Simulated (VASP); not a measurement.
# Zn (Im-3m) in VASP: single point with PBE

Aim: the single point of Zn with PBE.

Everything below comes from runs of VASP 6.6.1. Logs are shortened: lines on timing, memory, paths and dates and some standing lists are left out, and cuts for length are marked.

**1. The structure**

It takes space group Im-3m (No. 229, cubic). Conventional cell: a = 3.776 Å, b = 3.776 Å, c = 3.776 Å, α = 90.00°, β = 90.00°, γ = 90.00°. Zn (site symmetry m-3m) is surrounded by 8 Zn at 3.27 Å.

The cell was built by a generator and needn't be a form met in nature.

**2. Single point, PBE**

File INCAR:

```
SYSTEM = Zn
ALGO = Normal
EDIFF = 1E-6
ENCUT = 520
GGA = PE
ISIF = 2
ISMEAR = 1
LASPH = .True.
LCHARG = .False.
LREAL = .False.
LWAVE = .False.
NBANDS = 12
NELM = 60
PREC = Accurate
SIGMA = 0.1814
```

File KPOINTS:

```
k-points
0
Gamma
  12 12 12
  0 0 0
```

File POSCAR:

```
Zn
1.0
   -1.8882280000      1.8882280000      1.8882280000
    1.8882280000     -1.8882280000      1.8882280000
    1.8882280000      1.8882280000     -1.8882280000
Zn
1
Direct
    0.0000000000      0.0000000000      0.0000000000
```

Potentials or basis: VASP PAW PBE potentials, release 64 (Zn).

Started as:

```bash
cat potpaw_PBE.64/Zn/POTCAR > POTCAR
mpirun -np 1 vasp_std > vasp.out
```

OUTCAR:

```text
SYSTEM = Zn
   EDIFF = 1E-6
   ENCUT = 520
   GGA = PE
   ISIF = 2
   ISMEAR = 1
   LASPH = .True.
   LREAL = .False.
   NELM = 60
   PREC = Accurate

 ion  position               nearest neighbor table
   1  0.000  0.000  0.000-

  LATTYP: Found a body centered cubic cell.
 ALAT       =     3.7764560000

  Lattice vectors:

 A1 = (  -1.8882280000,   1.8882280000,   1.8882280000)
 A2 = (   1.8882280000,  -1.8882280000,   1.8882280000)
 A3 = (   1.8882280000,   1.8882280000,  -1.8882280000)

Analysis of symmetry for initial positions (statically):
=====================================================================
 Subroutine PRICEL returns:
 Original cell was already a primitive cell.

 Routine SETGRP: Setting up the symmetry group for a
 body centered cubic supercell.

 Subroutine GETGRP returns: Found 48 space group operations
 (whereof 48 operations were pure point group operations)
 out of a pool of 48 trial point group operations.

The static configuration has the point symmetry O_h .

Analysis of symmetry for dynamics (positions and initial velocities):
=====================================================================
 Subroutine PRICEL returns:
 Original cell was already a primitive cell.

 Routine SETGRP: Setting up the symmetry group for a
 body centered cubic supercell.

 Subroutine GETGRP returns: Found 48 space group operations
 (whereof 48 operations were pure point group operations)
 out of a pool of 48 trial point group operations.

The dynamic configuration has the point symmetry O_h .

 Subroutine INISYM returns: Found 48 space group operations
 (whereof 48 operations are pure point group operations),
 and found     1 'primitive' translations

----------------------------------------------------------------------------------------

                                     Primitive cell

  volume of cell :      26.9292

  direct lattice vectors                    reciprocal lattice vectors
    -1.888228000  1.888228000  1.888228000     0.000000000  0.264798531  0.264798531
     1.888228000 -1.888228000  1.888228000     0.264798531  0.000000000  0.264798531
     1.888228000  1.888228000 -1.888228000     0.264798531  0.264798531  0.000000000

  length of vectors
     3.270506832  3.270506832  3.270506832     0.374481673  0.374481673  0.374481673

  position of ions in fractional coordinates (direct lattice)
     0.000000000  0.000000000  0.000000000

  ion indices of the primitive-cell ions
   primitive index   ion index
                 1           1

----------------------------------------------------------------------------------------

 KPOINTS: k-points

Automatic generation of k-mesh.
 Grid dimensions read from file:
 generate k-points for:   12   12   12

 Generating k-lattice:

  Cartesian coordinates                     Fractional coordinates (reciprocal lattice)
     0.000000000  0.022066544  0.022066544     0.083333333  0.000000000  0.000000000
     0.022066544  0.000000000  0.022066544     0.000000000  0.083333333  0.000000000
     0.022066544  0.022066544  0.000000000     0.000000000  0.000000000  0.083333333

  Length of vectors
     0.031206806  0.031206806  0.031206806

  Shift w.r.t. Gamma in fractional coordinates (k-lattice)
     0.000000000  0.000000000  0.000000000

 Subroutine IBZKPT returns following result:
 ===========================================

 Found     72 irreducible k-points:

 Following reciprocal coordinates:
            Coordinates               Weight
  0.000000  0.000000  0.000000      1.000000
  0.083333  0.000000  0.000000     12.000000
  0.166667  0.000000  0.000000     12.000000
  0.250000  0.000000  0.000000     12.000000
  0.333333  0.000000  0.000000     12.000000
  0.416667  0.000000  0.000000     12.000000
[... 16 lines left out ...]
  0.333333  0.083333  0.083333     24.000000
  0.416667  0.083333  0.083333     12.000000
 [... further k-points ...]
   k-points           NKPTS =     72   k-points in BZ     NKDIM =     72   number of bands    NBANDS=     12
   number of dos      NEDOS =    301   number of ions     NIONS =      1
   total plane-waves  NPLWV =  13824
   dimension x,y,z NGX =    24 NGY =   24 NGZ =   24
   dimension x,y,z NGXF=    48 NGYF=   48 NGZF=   48
   ions per type =               1
   NGX,Y,Z   is equivalent  to a cutoff of  12.20, 12.20, 12.20 a.u.
   NGXF,Y,Z  is equivalent  to a cutoff of  24.40, 24.40, 24.40 a.u.
 SYSTEM =  Zn
   PREC   = accura    normal or accurate (medium, high low for compatibility)
   ISTART =      0    job   : 0-new  1-cont  2-samecut
   ICHARG =      2    charge: 1-file 2-atom 10-const
   ISPIN  =      1    spin polarized calculation?
   LNONCOLLINEAR =      F non collinear calculations
   LSORBIT =      F    spin-orbit coupling
   LASPH  =      T    aspherical Exc in radial PAW
   ENCUT  =  520.0 eV  38.22 Ry    6.18 a.u.   6.08  6.08  6.08*2*pi/ulx,y,z
   NELM   =     60;   NELMIN=  2; NELMDL= -5     # of ELM steps
   EDIFF  = 0.1E-05   stopping-criterion for ELM
   LREAL  =      F    real-space projection
   EDIFFG = 0.1E-04   stopping-criterion for IOM
   NSW    =      0    number of steps for IOM
   IBRION =     -1    ionic relax: 0-MD 1-quasi-New 2-CG
   NFREE  =      0    steps in history (QN), initial steepest desc. (CG)
   ISIF   =      2    stress and relaxation
   ISYM   =      2    0-nonsym 1-usesym 2-fastsym
   POTIM  = 0.5000    time-step for ionic-motion
   TEBEG  =    0.0;   TEEND  =   0.0 temperature during run
   PSTRESS=    0.0 pullay stress
   NELECT =      12.0000    total number of electrons
   NUPDOWN=      -1.0000    fix difference up-down
   EMIN   =  10.00;   EMAX   =-10.00  energy-range for DOS
   EFERMI =   0.00;   METHOD = LEGACY
   ISMEAR =     1;   SIGMA  =   0.18  broadening in eV -4-tet -1-fermi 0-gaus
   EFERMI_NEDOS =   21; number of points for ismear=-14 and -15
   IALGO  =     38    algorithm
   IMIX   =      4    mixing-type and parameters
     AMIX     =   0.40;   BMIX     =  1.00
     AMIX_MAG =   1.60;   BMIX_MAG =  1.00
  volume/ion in A,a.u.               =      26.93       181.73
  Fermi-wavevector in a.u.,A,eV,Ry     =   1.250434  2.362978 21.273872  1.563585
  Thomas-Fermi vector in A             =   2.384428
   LORBIT       =      0    0 simple, 1 ext, 2 COOP (PROOUT), +10 PAW based schemes
   GGA     = PE    functional components
   LHFCALC =     F    Hartree Fock is set to
   AEXX    =    0.0000 exact exchange contribution
   IVDW    =     0    specifies the selected vdW correction
   LEPSILON=     F    determine dielectric tensor
   LRPA    =     F    only Hartree local field effects (RPA)
 non-spin polarized calculation
 Methfessel and Paxton  Order N= 1 SIGMA  =   0.18
  energy-cutoff  :      520.00
  volume of cell :       26.93
 maximum number of plane-waves:       736
   NGX = 13   NGY = 13   NGZ = 13

 number of electron      12.0000020 magnetization

 Free energy of the ion-electron system (eV)
  ---------------------------------------------------
  ext. energy  EPLUGINS =         0.00000000
  ---------------------------------------------------
  free energy    TOTEN  =        -0.56189200 eV

  energy without entropy =       -0.56193496  energy(sigma->0) =       -0.56190632

 E-fermi :  -0.0956     XC(G=0):  -8.8373

 val. band max:       -0.1265628006   @ k =   0.2500   0.2500   0.2500
 cond. band min:      -0.0625389921   @ k =   0.5000   0.5000   0.1667
 fundamental gap:      0.0640238085
 Fermi energy:        -0.0955793124

 k-point     1 :       0.0000    0.0000    0.0000
  band No.  band energies     occupation
      1      -6.6670      2.00000
      2      -6.6670      2.00000
      3      -6.6670      2.00000
      4      -6.6625      2.00000
      5      -6.4960      2.00000
      6      -6.4960      2.00000
      7      11.8529      0.00000
      8      11.8529      0.00000
      9      11.8529      0.00000
     10      16.0901      0.00000
     11      16.0902      0.00000
     12      16.0902      0.00000

 k-point     2 :       0.0833    0.0000    0.0000
  band No.  band energies     occupation
      1      -6.6730      2.00000
      2      -6.6697      2.00000
      3      -6.6489      2.00000
      4      -6.5189      2.00000
      5      -6.4959      2.00000
      6      -6.4919      2.00000
      7      10.5859      0.00000
      8      11.2616      0.00000
      9      11.6328      0.00000
     10      14.4815      0.00000
     11      14.7706      0.00000
     12      15.7980      0.00000

 k-point     3 :       0.1667    0.0000    0.0000
  band No.  band energies     occupation
      1      -6.6893      2.00000
      2      -6.6831      2.00000
      3      -6.5989      2.00000
      4      -6.5163      2.00000
      5      -6.4952      2.00000
      6      -6.0447      2.00000
      7       8.0885      0.00000
      8      10.1671      0.00000
      9      11.0539      0.00000
     10      13.2460      0.00000
     11      13.5906      0.00000
     12      15.6974      0.00000

 k-point     4 :       0.2500    0.0000    0.0000
  band No.  band energies     occupation
      1      -6.7134      2.00000
      2      -6.7116      2.00000
      3      -6.5290      2.00000
      4      -6.5207      2.00000
      5      -6.4941      2.00000
      6      -5.2778      2.00000
      7       5.4775      0.00000
      8       9.1365      0.00000
      9      10.3605      0.00000
     10      12.3685      0.00000
     11      12.6840      0.00000
     12      16.1919      0.00000

 k-point     5 :       0.3333    0.0000    0.0000
  band No.  band energies     occupation
      1      -6.7533      2.00000
      2      -6.7339      2.00000
      3      -6.5158      2.00000
      4      -6.4926      2.00000
      5      -6.4570      2.00000
      6      -4.2116      2.00000
      7       3.0340     -0.00000
      8       8.3383      0.00000
      9       9.7682      0.00000
     10      11.7661      0.00000
     11      12.0441      0.00000
     12      17.0987      0.00000
[... 228 lines left out ...]
      1      -6.7088      2.00000
      2      -6.6976      2.00000
      3      -6.5555      2.00000
      4      -6.5110      2.00000
      5      -6.4983      2.00000
      6      -4.9647      2.00000
      7       5.5039      0.00000
      8       7.4522      0.00000
      9       8.2220      0.00000
     10      14.6183      0.00000
     11      14.8505      0.00000
     12      16.9613      0.00000

 k-point    22 :       0.2500    0.0833    0.0833
  band No.  band energies     occupation
      1      -6.7294      2.00000
      2      -6.7247      2.00000
      3      -6.5133      2.00000
      4      -6.4937      2.00000
      5      -6.4937      2.00000
      6      -3.9057      2.00000
      7       3.2426     -0.00000
      8       6.4980      0.00000
      9       7.5554      0.00000
     10      14.1892      0.00000
     11      14.6411      0.00000
     12      17.5495      0.00000

 k-point    23 :       0.3333    0.0833    0.0833
  band No.  band energies     occupation
      1      -6.7509      2.00000
      2      -6.7435      2.00000
      3      -6.5044      2.00000
      4      -6.4910      2.00000
      5      -6.4508      2.00000
      6      -2.5749      2.00000
      7       1.1231     -0.00000
      8       5.9684      0.00000
      9       7.1456      0.00000
     10      13.8657      0.00000
     11      14.3743      0.00000
     12      18.6261      0.00000

 k-point    24 :       0.4167    0.0833    0.0833
  band No.  band energies     occupation
      1      -6.7613      2.00000
      2      -6.7485      2.00000
      3      -6.5012      2.00000
      4      -6.4902      2.00000
      5      -6.4338      2.00000
      6      -1.3509      2.00000
      7      -0.3702      2.05403
      8       5.7948      0.00000
      9       7.0075      0.00000
     10      13.7522      0.00000
     11      14.2715      0.00000
     12      19.4040      0.00000

 [... further k-points ...]

------------------------ aborting loop because EDIFF is reached ----------------------------------------

  FORCE on cell =-STRESS in cart. coord.  units (eV):
  Direction    XX          YY          ZZ          XY          YZ          ZX
  --------------------------------------------------------------------------------------
  -------------------------------------------------------------------------------------
  Total       -0.9902226     -0.9902226     -0.9902226      0.0000000      0.0000000      0.0000000
  in kB      -58.9142200    -58.9142200    -58.9142200      0.0000000      0.0000000      0.0000000
  external PRESSURE =     -58.9142200 kB  Pullay stress =       0.0000000 kB

 VOLUME and BASIS-vectors are now :
 -----------------------------------------------------------------------------
  energy-cutoff  :      520.00
  volume of cell :       26.93
      direct lattice vectors                 reciprocal lattice vectors
    -1.888228000  1.888228000  1.888228000     0.000000000  0.264798531  0.264798531
     1.888228000 -1.888228000  1.888228000     0.264798531  0.000000000  0.264798531
     1.888228000  1.888228000 -1.888228000     0.264798531  0.264798531  0.000000000

 POSITION                                       TOTAL-FORCE (eV/Angst)
 -----------------------------------------------------------------------------------
      0.00000      0.00000      0.00000        -0.000000     -0.000000      0.000000
 -----------------------------------------------------------------------------------
    total drift:                               -0.000000      0.000000     -0.000000

  FREE ENERGIE OF THE ION-ELECTRON SYSTEM (eV)
  ---------------------------------------------------
  free  energy   TOTEN  =        -0.5618919985 eV

  energy  without entropy=       -0.5619349603  energy(sigma->0) =       -0.56190632
```

It took 5.3 s on 1 thread of Intel Xeon 6975P-C (Granite Rapids), shared host; peak memory 0.14 GiB.

Results:

* Free energy: -0.5619 eV
* Pressure: -5.9 GPa
* Band gap on the k mesh: none (metal or under the smearing width)

Levels at points of the mesh, in eV from the Fermi level:
```tsv
k point	band 3	band 4	band 5	band 6	band 7	band 8	band 9	band 10
(0.00, 0.00, 0.00)	-6.57	-6.57	-6.40	-6.40	11.95	11.95	11.95	16.19
(0.50, 0.00, 0.00)	-6.41	-6.40	-6.29	-1.48	-0.63	7.76	9.35	11.39
(0.50, 0.50, 0.50)	-6.31	-6.31	-6.31	2.66	3.58	3.58	3.58	7.08
```
